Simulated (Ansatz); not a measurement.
PBE against RPBE, LDA over 8 crystals

Computed equilibrium volume (Å³/atom) at each level. Volumes are each level's own minimum, from an equation of state or a relaxation of the cell. Space groups are those of the starting cells. Not every cell is the stable form of its formula. Spin polarisation and spin-orbit coupling are off unless named.

- PBE: Ansatz (all-electron LAPW, scalar-relativistic); k meshes of 343 to 2197 points
- RPBE: Ansatz (all-electron LAPW, scalar-relativistic); k meshes of 343 to 2197 points
- LDA: Ansatz (all-electron LAPW, scalar-relativistic); k meshes of 343 to 2197 points

| crystal | PBE | RPBE | LDA |
| --- | --- | --- | --- |
| WC (P-6m2, 2 atoms) | 10.529 | 10.648 | 10.130 |
| AlN (F-43m) | 10.666 | 10.862 | 10.233 |
| Cu (Fm-3m) | 11.944 | 12.375 | 10.880 |
| Ag (Fm-3m) | 17.797 | 18.662 | 15.975 |
| Ta (Im-3m) | 18.242 | 18.578 | 17.197 |
| Si (Fd-3m) | 20.455 | 20.810 | 19.691 |
| ZnSe (F-43m) | 23.558 | 24.494 | 21.577 |
| PbTe (Fm-3m) | 35.476 | 36.848 | 32.485 |

**Question.** How do the values move from PBE?

**Answer.** RPBE lies above PBE in 8 of 8 crystals, with a median shift of +2.7 % (+1.1 % for WC to +4.9 % for Ag). LDA lies below PBE in 8 of 8 crystals, with a median shift of -7.1 % (-10.2 % for Ag to -3.7 % for Si). The figures use the values as printed. Spin-orbit coupling, where left out, moves volumes and moduli of the heaviest elements a little. Meshes of this size aren't converged for the metals. LDA stands for any of its common fits to the electron gas. Columns can differ in task within a row, which adds scatter of its own. Where several set-ups ran one level, the entry is one near their median; a run lay far from it for AlN, Si, Cu.

The volumes rise from LDA through PBE to RPBE in every crystal, the familiar sequence of LDA overbinding being corrected and then, for many solids, overcorrected. Gradient-dependent exchange favours inhomogeneous densities, and stretching a crystal generally increases the reduced gradients where neighbouring atoms overlap. RPBE's exchange enhancement grows faster with that gradient than PBE's, so it pushes the atoms further apart.

The size of the response depends partly on stiffness: a similar outward push expands very stiff WC much less than soft PbTe. Stiffness alone does not order the set, however. Ag shifts more than the softer PbTe, and Si shifts little for its moderate bulk modulus. This suggests that the push itself also varies, probably because overlap involving the filled d shell in Ag samples larger gradients than the smooth covalent bond density of Si. The common ordering shows how the functionals differ, but without measured volumes corrected for zero-point and thermal expansion it does not rank their accuracy for these crystals.
